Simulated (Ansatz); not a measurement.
Output of an Ansatz run (abridged):

```
WARN ansatz: RAYON_NUM_THREADS=1 ignored (pool sized by the plan → 1); use --threads N
Pseudopotentials: kind: paw
Pseudopotential: Al, paw, valence charge 3
Pseudopotential: Sb, paw, valence charge 15
Crystal: 2 atoms, lattice volume = 57.350 Å³
Basis set: ecut = 420 eV, 1139 PW (Γ), exchange–correlation on 60×60×60 points (8 copies of the dense FFT grid, shifted against one another)
Bands: 13, of which v1, the nominal top of the filled ones, is band 9 counted from 1 (8 counted from 0)
Symmetry: 24 space group operations
Space group: F-43m (ITA 216), of the structure as read, at distance tolerance 3.9e-5 Å
k-points: 20 of 343 (time reversal used)
Initial density: superposition of atomic densities (neutral atoms: chi_scale 0, normalization atom), corrected by the library's trained network
Initial wavefunctions: pseudopotential atomic-orbital guess
Eigensolver: davidson
Functional: x = pbe(κ = 0.804, μ = 0.2195149727645171), c = pbe(β = 0.06672455060314922)
SCF iter   1: F=—  HF=-7022.309391 eV  |F-HF|=—  |Δ(HF+E_count)|=         —  Δρ=1.64e-3  dr2=2.91e-3  ethr=1.77e-3  ⟨swp⟩=6.6  Hψ=1788  notcnv=0
all-band conjugate gradients solve this SCF's bands
preconditioner: auto → none
SCF iter   2: F=—  HF=-7022.308167 eV  |F-HF|=—  |Δ(HF+E_count)|=   1.22e-3  Δρ=6.49e-4  dr2=2.99e-4  ethr=1.62e-5  ⟨swp⟩=2.8  Hψ=676  notcnv=0
SCF iter   3: F=—  HF=-7022.308262 eV  |F-HF|=—  |Δ(HF+E_count)|=   9.52e-5  Δρ=1.86e-4  dr2=2.15e-5  ethr=1.66e-6  ⟨swp⟩=3.0  Hψ=520  notcnv=0
SCF iter   4: F=—  HF=-7022.308289 eV  |F-HF|=—  |Δ(HF+E_count)|=   2.69e-5  Δρ=7.82e-5  dr2=4.35e-6  ethr=1.19e-7  ⟨swp⟩=2.0  Hψ=440  notcnv=0
iter 5 did not close the SCF: its close was put off for the readings that it lacked (scf_convergence_deferred on its scf_iter line)
SCF iter   5: F=-7022.308291 eV  HF=-7022.308291 eV  |F-HF|=1.35e-7  |Δ(HF+E_count)|=   2.21e-6  Δρ=1.14e-5  dr2=7.48e-8  ethr=2.42e-8  ⟨swp⟩=2.0  Hψ=340  notcnv=0
SCF iter   6: F=-7022.308291 eV  HF=-7022.308291 eV  |F-HF|=3.54e-9  |Δ(HF+E_count)|=   1.66e-7  Δρ=2.09e-6  dr2=1.71e-9  ethr=4.15e-10  ⟨swp⟩=2.3  Hψ=866  notcnv=0
SCF 1 converged in 6 iterations: F = -7022.308291 eV  dr2 = 1.71e-9
SCF converged after 6 iterations
Free energy (F): -7022.308291 eV
Harris-Foulkes:  -7022.308291 eV  (|F-HF|=3.54e-9)
Internal energy: -7022.308291 eV  (E = F + TS)
E sigma→0 (E₀):  -7022.308291 eV
Fermi energy:    6.916614 eV
--- Per-component energies (eV) ---
  E_band       = -203.268270
  E_kinetic    = 230.242958
  E_local      = -1934.050378  (includes V_loc(G=0)·N_el)
  E_nonlocal   = 374.386829
  E_hartree    = 876.381489
  E_xc         = -177.677110
  E_vxc        = -124.631815  (∫ρ·V_xc dr)
  E_paw        = -5044.876495  (= ΣΔE_a)
  E_vpaw       = -501.979440  (= ΣTr[D̂ρ^β])
  E_aug_tail   = -0.000004  (compensation charges beyond the density's cutoff)
  E_ewald      = -1346.715580
  E_smearing   = -0.000000  (= −TS)
  E_closure    = -0.000000  (closes the sum)
  Σ components = -7022.308291   (vs F -7022.308291, Δ=0.00e0)
--- Forces (eV/Å), atoms counted from 1 ---
  atom   1  Al     0.00000000    -0.00000000     0.00000000
  atom   2  Sb    -0.00000000     0.00000000     0.00000000
  max |Σ_I F_I| component: 7.40e-17 eV/Å
--- Stress (GPa, compression-positive) ---
        2.774831       0.000000      -0.000000
        0.000000       2.774831       0.000000
        0.000000       0.000000       2.774831
  P = ⅓ Tr σ = 2.7748 GPa (27.748 kbar)
  The stress holds the Pulay correction. Without it, at fixed plane waves, as pw.x and ABINIT print it: P = 2.7410 GPa
--- Band table (eV; the first three rows and the last of 20) ---
  k-point 0: bands = ["-21.8612", "-21.8612", "-21.8612", "-21.8395", "-21.8395", "-4.4512", "6.3207", "6.3207", "6.3207", "7.9880", "9.4477", "9.4477", "9.4477"]
  k-point 1: bands = ["-21.8611", "-21.8606", "-21.8606", "-21.8394", "-21.8394", "-4.2626", "4.6052", "6.0826", "6.0826", "8.4417", "9.8066", "9.8066", "10.3781"]
  k-point 2: bands = ["-21.8606", "-21.8593", "-21.8593", "-21.8391", "-21.8391", "-3.7462", "2.5103", "5.6834", "5.6834", "8.0214", "10.1700", "10.1700", "12.5119"]
  k-point 19: bands = ["-21.8607", "-21.8580", "-21.8552", "-21.8401", "-21.8378", "-2.4672", "1.0539", "3.0577", "4.0031", "9.2009", "11.0685", "11.4711", "11.8306"]
```

The structure:

```xyz
2
Lattice="0.0000 3.0608 3.0608 3.0608 0.0000 3.0608 3.0608 3.0608 0.0000" Properties=species:S:1:pos:R:3 pbc="T T T"
Al     0.0000     0.0000     0.0000
Sb     1.5304     1.5304     1.5304
```

Q: Write an input that gives this output.

A: Other spellings and defaults could give the same log, and not every line can be read from it. The input that was run (DFT, PBE, plane waves, default PAW files):

Ansatz 0.2 input:
```yaml
# AlSb
crystal:
  lattice:
    - [0.00000000, 3.06079000, 3.06079000]
    - [3.06079000, 0.00000000, 3.06079000]
    - [3.06079000, 3.06079000, 0.00000000]
  atoms:
    - { symbol: Al, position: [0.00000000, 0.00000000, 0.00000000] }
    - { symbol: Sb, position: [0.25000000, 0.25000000, 0.25000000] }
basis:
  ecutwfc: 420.0
kpoints:
  mp_grid: { grid: [7, 7, 7] }
hamiltonian:
  xc: pbe
  pseudopotentials: { kind: paw }
scf:
  occupations: { method: fermi_dirac, width: 0.01 }
output:
  forces: true
  eigenvalues: true
  stress: true
```

The starting cell has typed, rounded lattice constants, without a prior relaxation at this level. Its lattice was rescaled by up to half a per cent. Spin-orbit coupling is off. Ansatz's pressure includes its estimate of the finite-basis (Pulay) stress.

Ansatz is a quantum-chemistry and plane-wave program.
